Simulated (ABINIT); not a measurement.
Here is an ABINIT 10.8.3 (patched build) calculation.

Contents of run.abi:

```
# Pseudopotentials
pp_dirpath "./"
pseudos "Si.hgh, C.hgh"

# Structure
acell 3.05769807 3.0576980625 5.02665539 Angstrom
rprim
     1.0000000000     0.0000000000     0.0000000000
    -0.4999999996     0.8660254040     0.0000000000
     0.0000000000     0.0000000000     1.0000000000
ntypat 2
znucl 14 6
natom 4
typat 1 1 2 2
xred
     0.6666666700     0.3333333300     0.5046624700
     0.3333333300     0.6666666700     0.0046624700
     0.6666666700     0.3333333300     0.8803375300
     0.3333333300     0.6666666700     0.3803375300
chkprim 0
chksymtnons 0
tolsym 1.0e-6

# Plane-wave basis
ecut 22.4

# k points
kptopt 1
ngkpt 8 8 4
nshiftk 1
shiftk 0.0 0.0 0.0

# Exchange and correlation
ixc 7

# Bands and occupations
nband 12
occopt 3
tsmear 0.05 eV

# SCF cycle
nstep 100
tolvrs 1.0e-10

# Output
iomode 3
prtwf 0
prteig 0
prtebands 0
enunit 2
prtden 1
prtvha 1
prtvclmb 1
prtpot 1
prtelf 1
```

Potentials or basis: HGH LDA.

Launch:

```bash
$ abinit run.abi > log 2>&1
```

Problem. Estimate the band gap on the k mesh.

Solution. 2.36 eV, indirect (least direct gap 3.90 eV).

Caveat: HGH potentials are hard and often keep d shells in the core, so these values are rough. A k mesh can miss the band edges.
